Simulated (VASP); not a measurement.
# WSe2 in VASP: settings compared, part 2 of 3

VASP 6.6.1. Earlier steps stand in the parts before.

### 3 Phonons, LDA

This run uses another cell than the first one, of 42.52 Å³/atom, 0.981 times its volume.

Input file POSCAR:

```
WSe2
1.0
    3.2533958174      0.0000000000      0.0000000000
   -1.6266979087      2.8175234280      0.0000000000
    0.0000000000      0.0000000000     27.8312600000
  Se              W
     4     2
Direct
     0.3333333300000021    0.6666666699999979    0.3249119761395595
     0.3333333300000021    0.6666666699999979    0.4448951658299728
     0.6666666699999979    0.3333333300000021    0.5551048341700272
     0.6666666699999979    0.3333333300000021    0.6750880238604405
     0.6666666699999979    0.3333333300000021    0.3848357323532139
     0.3333333300000021    0.6666666699999979    0.6151642676467861
```

Input file INCAR.step1:

```
PREC = Accurate
ENCUT = 600
EDIFF = 1E-8
ISMEAR = 0
SIGMA = 0.03
LREAL = False
LASPH = True
NELM = 80
ALGO = Fast
ISIF = 2
LWAVE = False
LCHARG = False
GGA = CA
LATTICE_CONSTRAINTS = .TRUE. .TRUE. .FALSE.
KPAR = 4
IBRION = 2
NSW = 40
EDIFFG = -0.002
```

Input file INCAR.step2:

```
PREC = Accurate
ENCUT = 600
EDIFF = 1E-8
ISMEAR = 0
SIGMA = 0.03
LREAL = False
LASPH = True
NELM = 80
ALGO = Fast
ISIF = 2
LWAVE = False
LCHARG = False
GGA = CA
LATTICE_CONSTRAINTS = .TRUE. .TRUE. .FALSE.
KPAR = 4
IBRION = 6
NFREE = 2
POTIM = 0.015
NSW = 1
```

Input file KPOINTS:

```
Automatic mesh
0
Gamma
  12 12 1
```

Potentials or basis: VASP PAW LDA potentials, release 64 (Se, W_sv).

Run with:

```bash
$ cat potpaw_LDA.64/Se/POTCAR potpaw_LDA.64/W_sv/POTCAR > POTCAR
$ cp INCAR.step1 INCAR
$ mpirun -np 4 vasp_std > vasp.out
$ cp CONTCAR POSCAR
$ cp INCAR.step2 INCAR
$ mpirun -np 4 vasp_std > vasp.out
```

OUTCAR:

```text
PREC = Accurate
   ENCUT = 600
   EDIFF = 1E-8
   ISMEAR = 0
   LREAL = False
   LASPH = True
   NELM = 80
   ISIF = 2
   GGA = CA
   IBRION = 6
   NFREE = 2
   POTIM = 0.015
   NSW = 1

 ion  position               nearest neighbor table
   1  0.333  0.667  0.325-   5 2.51   5 2.51   5 2.51
   2  0.333  0.667  0.445-   5 2.51   5 2.51   5 2.51
   3  0.667  0.333  0.555-   6 2.51   6 2.51   6 2.51
   4  0.667  0.333  0.675-   6 2.51   6 2.51   6 2.51
   5  0.667  0.333  0.385-   1 2.51   1 2.51   1 2.51   2 2.51   2 2.51   2 2.51
   6  0.333  0.667  0.615-   4 2.51   4 2.51   4 2.51   3 2.51   3 2.51   3 2.51

  LATTYP: Found a hexagonal cell.
 ALAT       =     3.2533958174
 C/A-ratio  =     8.5545262741

  Lattice vectors:

 A1 = (   3.2533958174,   0.0000000000,   0.0000000000)
[... 1081 lines left out ...]
  free  energy   TOTEN  =       -48.3702056996 eV

  energy  without entropy=      -48.3702056996  energy(sigma->0) =      -48.37020570

 INTERNAL STRAIN TENSORS FROM DISPLACED ATOMS
 ============================================

 INTERNAL STRAIN TENSOR FOR ION    1 for displacements in x,y,z  (eV/Angst):
          X           Y           Z          XY          YZ          ZX
  --------------------------------------------------------------------------------
  x     0.00000     0.00000     0.00000    -3.89275     0.00000    14.88085
  y    -3.89275     3.89275     0.00000     0.00000    14.88085     0.00000
  z    11.57947    11.57947    30.55344     0.00000     0.00000     0.00000

 INTERNAL STRAIN TENSOR FOR ION    6 for displacements in x,y,z  (eV/Angst):
          X           Y           Z          XY          YZ          ZX
  --------------------------------------------------------------------------------
  x     0.00000     0.00000     0.00000    -7.64865     0.00000    -0.14450
  y    -7.64865     7.64865     0.00000     0.00000    -0.14450     0.00000
  z     0.03931     0.03931    -0.23187     0.00000     0.00000     0.00000

 Eigenvectors and eigenvalues of the dynamical matrix
 ----------------------------------------------------

   1 f  =    9.312761 THz    58.513803 2PiTHz  310.640270 cm-1    38.514468 meV
             X         Y         Z           dx          dy          dz
     -0.000000  1.878349  9.042710     0.000000    0.000000   -0.373713
     -0.000000  1.878349 12.381993     0.000000    0.000000   -0.361880
      1.626698  0.939174 15.449267     0.000000    0.000000    0.361880
      1.626698  0.939174 18.788550     0.000000    0.000000    0.373713
      1.626698  0.939174 10.710463    -0.000000   -0.000000    0.478938
     -0.000000  1.878349 17.120797    -0.000000   -0.000000   -0.478938
[... 145 lines left out ...]
  18 f/i=    0.000487 THz     0.003057 2PiTHz    0.016229 cm-1     0.002012 meV
             X         Y         Z           dx          dy          dz
     -0.000000  1.878349  9.042710     0.000000    0.000000    0.339841
     -0.000000  1.878349 12.381993     0.000000    0.000000    0.339883
      1.626698  0.939174 15.449267     0.000000    0.000000    0.339883
      1.626698  0.939174 18.788550     0.000000    0.000000    0.339841
      1.626698  0.939174 10.710463     0.000000    0.000000    0.518640
     -0.000000  1.878349 17.120797     0.000000    0.000000    0.518640

 ELASTIC MODULI CONTR FROM IONIC RELAXATION (kBar)
 Direction    XX          YY          ZZ          XY          YZ          ZX
 --------------------------------------------------------------------------------
 XX        -222.8655   -145.3807   -490.0807     -0.0000      4.2914      0.0000
 YY        -145.3807   -222.8655   -490.0807     -0.0000     -4.2914      0.0000
 ZZ        -490.0807   -490.0807  -1321.3094     -0.0000      0.0000      0.0000
 XY          -0.0000     -0.0000     -0.0000    -38.7424      0.0000      4.2913
 YZ           4.2914     -4.2914      0.0000      0.0000   -640.5682      0.0000
 ZX           0.0000      0.0000      0.0000      4.2913      0.0000   -640.5682
 --------------------------------------------------------------------------------
```

OUTCAR.step1:

```text
PREC = Accurate
   ENCUT = 600
   EDIFF = 1E-8
   ISMEAR = 0
   LREAL = False
   LASPH = True
   NELM = 80
   ISIF = 2
[... 881 lines left out ...]
      1.62670      0.93917     10.71046        -0.000000      0.000000      0.000490
     -0.00000      1.87835     17.12080         0.000000     -0.000000     -0.000490
 -----------------------------------------------------------------------------------
    total drift:                               -0.000000      0.000000     -0.000000

  FREE ENERGIE OF THE ION-ELECTRON SYSTEM (eV)
  ---------------------------------------------------
  free  energy   TOTEN  =       -48.3736021824 eV

  energy  without entropy=      -48.3736021824  energy(sigma->0) =      -48.37360218

 reached required accuracy - stopping structural energy minimisation
```

Wall time 24 min (4 MPI ranks of Intel Xeon Platinum 8488C (Sapphire Rapids), shared host); peak memory 1.1 GiB.

Results:

```yaml
Highest_phonon_frequency_at_Γ_LO-TO_splitting_left_out: 311 cm⁻¹
```

Phonon frequencies in cm⁻¹ (negative: imaginary):
| q point | frequencies |
| --- | --- |
| (0.000, 0.000, 0.000) | 0 0 0 18 18 28 175 175 176 176 249 249 249 249 250 252 310 311 |

Spin-orbit coupling is left out, which matters for the levels of W.

### 4 Band structure, PBE+D3(BJ)

Input file INCAR:

```
SYSTEM = WSe2
  PREC = Accurate
  ENCUT = 520
  EDIFF = 1E-7
  ISMEAR = 0
  SIGMA = 0.03
  LREAL = .False.
  LASPH = .True.
  NELM = 80
  ALGO = Normal
  ISIF = 2
  LWAVE = .False.
  LCHARG = .False.
  LMAXMIX = 4
  LDIPOL = .True.
  IDIPOL = 3
  DIPOL = 0.5 0.5 0.500
  GGA = PE
  IVDW = 12
  NBANDS = 35
  LVHAR = .True.
  LVACPOTAV = .True.
  KPAR = 4
```

Input file KPOINTS:

```
Automatic mesh
0
Gamma
  12 12 1
  0 0 0
```

Input file POSCAR:

```
WSe2                                    
1.0
    3.2843558668      0.0000000000      0.0000000000
   -1.6421779335      2.8443356173      0.0000000000
    0.0000000000      0.0000000000     27.8312600000
  Se              W             
     4     2
Direct
     0.3333333300000021    0.6666666699999979    0.3242880108040018
     0.3333333300000021    0.6666666699999979    0.4454742842781916
     0.6666666699999979    0.3333333300000021    0.5545257157218084
     0.6666666699999979    0.3333333300000021    0.6757119891959982
     0.6666666699999979    0.3333333300000021    0.3848919392514666
     0.3333333300000021    0.6666666699999979    0.6151080607485334
```

Input file KPOINTS_OPT:

```
explicit points
67
Reciprocal
 0.0000000000  0.0000000000  0.0000000000 1
 0.0357142900  0.0000000000  0.0000000000 1
 0.0714285700  0.0000000000  0.0000000000 1
 0.1071428600  0.0000000000  0.0000000000 1
 0.1428571400  0.0000000000  0.0000000000 1
 0.1785714300  0.0000000000  0.0000000000 1
 0.2142857100  0.0000000000  0.0000000000 1
 0.2500000000  0.0000000000  0.0000000000 1
 0.2857142900  0.0000000000  0.0000000000 1
 0.3214285700  0.0000000000  0.0000000000 1
 0.3571428600  0.0000000000  0.0000000000 1
 0.3928571400  0.0000000000  0.0000000000 1
 0.4285714300  0.0000000000  0.0000000000 1
 0.4642857100  0.0000000000  0.0000000000 1
 0.5000000000  0.0000000000  0.0000000000 1
 0.4791666700  0.0416666700  0.0000000000 1
 0.4583333300  0.0833333300  0.0000000000 1
 0.4375000000  0.1250000000  0.0000000000 1
 0.4166666700  0.1666666700  0.0000000000 1
 0.3958333300  0.2083333300  0.0000000000 1
 0.3750000000  0.2500000000  0.0000000000 1
 0.3541666700  0.2916666700  0.0000000000 1
 0.3333333300  0.3333333300  0.0000000000 1
 0.3137254900  0.3137254900  0.0000000000 1
 0.2941176500  0.2941176500  0.0000000000 1
 0.2745098000  0.2745098000  0.0000000000 1
 0.2549019600  0.2549019600  0.0000000000 1
 0.2352941200  0.2352941200  0.0000000000 1
 0.2156862700  0.2156862700  0.0000000000 1
 0.1960784300  0.1960784300  0.0000000000 1
 0.1764705900  0.1764705900  0.0000000000 1
 0.1568627500  0.1568627500  0.0000000000 1
 0.1372549000  0.1372549000  0.0000000000 1
 0.1176470600  0.1176470600  0.0000000000 1
 0.0980392200  0.0980392200  0.0000000000 1
 0.0784313700  0.0784313700  0.0000000000 1
 0.0588235300  0.0588235300  0.0000000000 1
 0.0392156900  0.0392156900  0.0000000000 1
 0.0196078400  0.0196078400  0.0000000000 1
 0.0000000000  0.0000000000  0.0000000000 1
 0.0000000000  0.0000000000  0.0000000000 1
 0.0062834400 -0.0031417200  0.0000000000 1
-0.0062834400  0.0031417200  0.0000000000 1
 0.0183266900 -0.0091633500  0.0000000000 1
-0.0183266900  0.0091633500  0.0000000000 1
-0.0000000000  0.0054416200  0.0000000000 1
 0.0000000000 -0.0054416200  0.0000000000 1
-0.0000000000  0.0158713800  0.0000000000 1
 0.0000000000 -0.0158713800  0.0000000000 1
 0.5000000000  0.0000000000  0.0000000000 1
 0.5062834400 -0.0031417200  0.0000000000 1
 0.4937165600  0.0031417200  0.0000000000 1
 0.5183266900 -0.0091633500  0.0000000000 1
 0.4816733100  0.0091633500  0.0000000000 1
 0.5000000000  0.0054416200  0.0000000000 1
 0.5000000000 -0.0054416200  0.0000000000 1
 0.5000000000  0.0158713800  0.0000000000 1
 0.5000000000 -0.0158713800  0.0000000000 1
 0.3333333300  0.3333333300  0.0000000000 1
 0.3396167700  0.3301916100  0.0000000000 1
 0.3270498900  0.3364750500  0.0000000000 1
 0.3516600200  0.3241699800  0.0000000000 1
 0.3150066400  0.3424966800  0.0000000000 1
 0.3333333300  0.3387749500  0.0000000000 1
 0.3333333300  0.3278917100  0.0000000000 1
 0.3333333300  0.3492047100  0.0000000000 1
 0.3333333300  0.3174619500  0.0000000000 1
```

Potentials or basis: VASP PAW PBE potentials, release 64 (Se, W_sv).

Run with:

```bash
$ cat potpaw_PBE.64/Se/POTCAR potpaw_PBE.64/W_sv/POTCAR > POTCAR
$ mpirun -np 4 vasp_std > vasp.out
```

OUTCAR:

```text
SYSTEM = WSe2
   PREC = Accurate
   ENCUT = 520
   EDIFF = 1E-7
   ISMEAR = 0
   LREAL = .False.
   LASPH = .True.
   NELM = 80
   ISIF = 2
   GGA = PE
   IVDW = 12
 IVDW          = 12

 ion  position               nearest neighbor table
   1  0.333  0.667  0.324-   5 2.54   5 2.54   5 2.54
   2  0.333  0.667  0.445-   5 2.54   5 2.54   5 2.54
   3  0.667  0.333  0.555-   6 2.54   6 2.54   6 2.54
   4  0.667  0.333  0.676-   6 2.54   6 2.54   6 2.54
   5  0.667  0.333  0.385-   2 2.54   2 2.54   2 2.54   1 2.54   1 2.54   1 2.54
   6  0.333  0.667  0.615-   3 2.54   3 2.54   3 2.54   4 2.54   4 2.54   4 2.54

  LATTYP: Found a hexagonal cell.
 ALAT       =     3.2843558668
 C/A-ratio  =     8.4738868529

  Lattice vectors:

 A1 = (   3.2843558668,   0.0000000000,   0.0000000000)
 A2 = (  -1.6421779335,   2.8443356173,   0.0000000000)
 A3 = (   0.0000000000,   0.0000000000,  27.8312600000)

Analysis of symmetry for initial positions (statically):
=====================================================================
 Subroutine PRICEL returns:
 Original cell was already a primitive cell.

 Routine SETGRP: Setting up the symmetry group for a
 hexagonal supercell.

 Subroutine GETGRP returns: Found 12 space group operations
 (whereof 12 operations were pure point group operations)
 out of a pool of 24 trial point group operations.

The static configuration has the point symmetry D_3d.

Analysis of symmetry for dynamics (positions and initial velocities):
=====================================================================
 Subroutine PRICEL returns:
 Original cell was already a primitive cell.

 Routine SETGRP: Setting up the symmetry group for a
 hexagonal supercell.

 Subroutine GETGRP returns: Found 12 space group operations
 (whereof 12 operations were pure point group operations)
 out of a pool of 24 trial point group operations.

The dynamic configuration has the point symmetry D_3d.

[... 125 lines left out ...]
   GGA     = PE    functional components
   LHFCALC =     F    Hartree Fock is set to
   AEXX    =    0.0000 exact exchange contribution
   IVDW    =    12    specifies the selected vdW correction
   LEPSILON=     F    determine dielectric tensor
   LRPA    =     F    only Hartree local field effects (RPA)
 non-spin polarized calculation
 Gauss-broadening in eV      SIGMA  =   0.03
  energy-cutoff  :      520.00
  volume of cell :      259.99
 maximum number of plane-waves:      7074
   NGX = 13   NGY = 13   NGZ =103

 number of electron      51.9999995 magnetization

 dipolmoment           0.000000      0.000000      0.000000 electrons x Angstroem

 Free energy of the ion-electron system (eV)
  ---------------------------------------------------
  ext. energy  EPLUGINS =         0.00000000
  ---------------------------------------------------
  free energy    TOTEN  =       -43.15969662 eV

  energy without entropy =      -43.15969662  energy(sigma->0) =      -43.15969662

 E-fermi :   0.5037     XC(G=0):  -5.3988

 val. band max:        0.2359599512   @ k =   0.0000   0.0000   0.0000
 cond. band min:       1.5158206578   @ k =   0.1667   0.1667   0.0000
 fundamental gap:      1.2798607066
 Fermi energy:         0.5037096754

 k-point     1 :       0.0000    0.0000    0.0000
  band No.  band energies     occupation
      1     -73.9389      2.00000
      2     -73.9389      2.00000
      3     -38.1843      2.00000
      4     -38.1843      2.00000
      5     -38.0503      2.00000
      6     -38.0503      2.00000
[... 711 lines left out ...]
     34       4.9609      0.00000
     35       6.1332      0.00000

------------------------ aborting loop because EDIFF is reached ----------------------------------------

 Edisp (eV)   -2.41740

 E8    (eV) :    -1.1122

  FORCE on cell =-STRESS in cart. coord.  units (eV):
  Direction    XX          YY          ZZ          XY          YZ          ZX
  --------------------------------------------------------------------------------------
  -------------------------------------------------------------------------------------
  Total      -0.00903    -0.00903    -0.00217     0.00000     0.00000     0.00000
  in kB      -0.05564    -0.05564    -0.01335     0.00000     0.00000     0.00000
  external pressure =       -0.04 kB  Pullay stress =        0.00 kB

 VOLUME and BASIS-vectors are now :
 -----------------------------------------------------------------------------
  energy-cutoff  :      520.00
  volume of cell :      259.99
      direct lattice vectors                 reciprocal lattice vectors
     3.284355867  0.000000000  0.000000000     0.304473705  0.175787976  0.000000000
    -1.642177933  2.844335617  0.000000000     0.000000000  0.351575951  0.000000000
     0.000000000  0.000000000 27.831260000     0.000000000  0.000000000  0.035930820

 POSITION                                       TOTAL-FORCE (eV/Angst)
 -----------------------------------------------------------------------------------
     -0.00000      1.89622      9.02534         0.000000     -0.000000     -0.004519
     -0.00000      1.89622     12.39811        -0.000000      0.000000      0.004250
      1.64218      0.94811     15.43315        -0.000000     -0.000000     -0.004250
      1.64218      0.94811     18.80592        -0.000000      0.000000      0.004519
      1.64218      0.94811     10.71203        -0.000000      0.000000     -0.000166
     -0.00000      1.89622     17.11923         0.000000      0.000000      0.000166
 -----------------------------------------------------------------------------------
    total drift:                               -0.000000      0.000000      0.000000

  FREE ENERGIE OF THE ION-ELECTRON SYSTEM (eV)
  ---------------------------------------------------
  free  energy   TOTEN  =       -45.5771011371 eV

  energy  without entropy=      -45.5771011371  energy(sigma->0) =      -45.57710114

 vacuum level on the upper side and lower side of the slab         5.160         5.160
```

stdout:

```text
POSCAR found type information on POSCAR SeW
 POSCAR found :  2 types and       6 ions
 scaLAPACK will be used
 LDA part: xc-table for (Slater+PW92), standard interpolation
 POSCAR, INCAR and KPOINTS ok, starting setup
 FFT: planning ... GRIDC
 FFT: planning ... GRID_SOFT
 FFT: planning ... GRID
 WAVECAR not read
 entering main loop
 -----------------------------------------------------------------------------
|                                                                             |
|           W    W    AA    RRRRR   N    N  II  N    N   GGGG   !!!           |
|           W    W   A  A   R    R  NN   N  II  NN   N  G    G  !!!           |
|           W    W  A    A  R    R  N N  N  II  N N  N  G       !!!           |
|           W WW W  AAAAAA  RRRRR   N  N N  II  N  N N  G  GGG   !            |
|           WW  WW  A    A  R   R   N   NN  II  N   NN  G    G                |
|           W    W  A    A  R    R  N    N  II  N    N   GGGG   !!!           |
|                                                                             |
|     Did not find any points to average over, which means that no vacuum     |
|     field-free region was found. Please increase the size of  your cell     |
|     in the dimension of the dipole correction to obtain accurate            |
|     workfunction values.                                                    |
|                                                                             |
 -----------------------------------------------------------------------------

 Start KPOINTS_OPT (optional k-point list driver)
k-point batch [1-19\67]
k-point batch [20-38\67]
k-point batch [39-57\67]
k-point batch [58-67\67]
```

It took 4.4 min on 4 MPI ranks of AMD EPYC 7R13 (Zen 3), shared host; peak memory 0.5 GiB.

What came out:

| Quantity | Value |
| --- | --- |
| Free energy | -45.5771 eV |
| Largest force | 0.005 eV/Å |
| Band gap on the k mesh | 1.28 eV, indirect (least direct gap 1.62 eV) |
| Band gap along the path | 1.26 eV, indirect (least direct gap 1.62 eV) |
| Dispersion energy per atom | -0.403 eV |
| Ionisation potential of the upper face | 4.92 eV |

Forces in eV/Å, atoms in the order of the input:
```
Se   0.000  0.000 -0.005
Se   0.000  0.000  0.004
Se   0.000  0.000 -0.004
Se   0.000  0.000  0.005
W    0.000  0.000  0.000
W    0.000  0.000  0.000
```

Caveat: spin-orbit coupling is left out, which moves the levels of the heavy elements.

### 5 Band structure, PBE+D3(BJ), spin-orbit coupling, no magnetisation

Changes to INCAR since step 4:

```diff
@@ -13,2 +13,7 @@
   LCHARG = .False.
+  LNONCOLLINEAR = .True.
+  MAGMOM = 0 0 0 0 0 0 0 0 0 0 0 0 0 0 0 0 0 0
+  LORBIT = 11
+  LSORBIT = .True.
+  GGA_COMPAT = .False.
   LMAXMIX = 4
@@ -19,3 +24,3 @@
   IVDW = 12
-  NBANDS = 35
+  NBANDS = 70
   LVHAR = .True.
```

KPOINTS is that of step 4.

POSCAR is that of step 4.

KPOINTS_OPT is that of step 4.

Run with:

```bash
$ cat potpaw_PBE.64/Se/POTCAR potpaw_PBE.64/W_sv/POTCAR > POTCAR
$ mpirun -np 4 vasp_ncl > vasp.out
```

Run time: 24 min. Hardware: 4 MPI ranks of AMD EPYC 7R13 (Zen 3), shared host; peak memory 1.4 GiB.

Results (log left out):

```
Free energy                                           : -47.2114 eV
Largest force                                         : 0.039 eV/Å
Valence electrons inside the program's atomic spheres : Se 3.90; W 11.97
Dispersion energy per atom                            : -0.403 eV
Work function of the upper face                       : 4.65 eV
Work function of the lower face                       : 4.65 eV
```

Forces on the atoms (eV/Å):
```
Se   0.000  0.000 -0.036
Se   0.000  0.000  0.039
Se   0.000  0.000 -0.039
Se   0.000  0.000  0.036
W    0.000  0.000 -0.001
W    0.000  0.000  0.001
```

(Part 2 of 3 ends here.)
